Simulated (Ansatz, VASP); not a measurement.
**Two plane-wave programs on AlN**

```
Al N
1.0
     3.23060    0.00000    0.00000
    -1.61530    2.79778    0.00000
     0.00000    0.00000    4.31320
Al N
2 2
Direct
  0.33333 0.66667 0.75000
  0.66667 0.33333 0.25000
  0.33333 0.66667 0.25000
  0.66667 0.33333 0.75000
```

Alike in both runs: task single point; functional PBE; k mesh 9 × 9 × 6; occupations gaussian, width 0.05 eV; no spin polarisation.

|  | VASP | Ansatz |
| --- | --- | --- |
| version | VASP 6.6.1 | Ansatz 0.2.0 |
| potentials or method | VASP PAW PBE potentials, release 64 (Al, N) | scalar-relativistic, plane waves, PAW |
| plane-wave cutoff (eV) | 520 | 520 |
| valence electrons in the cell | 16 | 16 |

Ansatz gave:

- gap on the k mesh at the Fermi level (eV): 3.29
- least direct gap on the mesh (eV): 3.29
- pressure (GPa): 7.2
- largest component of the traceless stress (GPa): 7.95

Problem. What did VASP give for the same quantities?

Solution. gap on the k mesh at the Fermi level (eV): 3.30; least direct gap on the mesh (eV): 3.30; pressure (GPa): 7.1; largest component of the traceless stress (GPa): 7.85.

A hybrid or GW would open this gap; PBE tends to underestimate it.
